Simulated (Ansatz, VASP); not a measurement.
**PbO2: VASP beside Ansatz**

```xyz
3
Lattice="0.0000 2.6582 2.6582 2.6582 0.0000 2.6582 2.6582 2.6582 0.0000" Properties=species:S:1:pos:R:3 pbc="T T T"
Pb    0.0000    0.0000    0.0000
O     1.3291    1.3291    1.3291
O     3.9873    3.9873    3.9873
```

The cell was built by a generator and needn't be a form met in nature.

Alike in both runs: task single point; functional HSE06; k mesh 4 × 4 × 4; occupations fermi-dirac, width 0.02 eV; no spin polarisation.

|  | VASP | Ansatz |
| --- | --- | --- |
| version | VASP 6.6.1 | Ansatz 0.2.0 |
| potentials or method | VASP PAW PBE potentials, release 64 (Pb_d, O) | plane waves, PAW |
| plane-wave cutoff (eV) | 520 | 420 |
| valence electrons in the cell | 26 | 26 |

VASP gave:

* pressure (GPa): -3.7

Estimate Ansatz's values.

pressure (GPa): -4.1.

Ansatz warned: «filled_band_counts_differ_across_k_points».

Caveats: the k mesh is coarse (spacing up to 0.51 Å⁻¹), so the values aren't converged, least of all with exact exchange; the PAW data sets were made with another functional, which shifts forces and pressure a little (VASP). Spin-orbit coupling is left out, which matters for the levels of Pb.
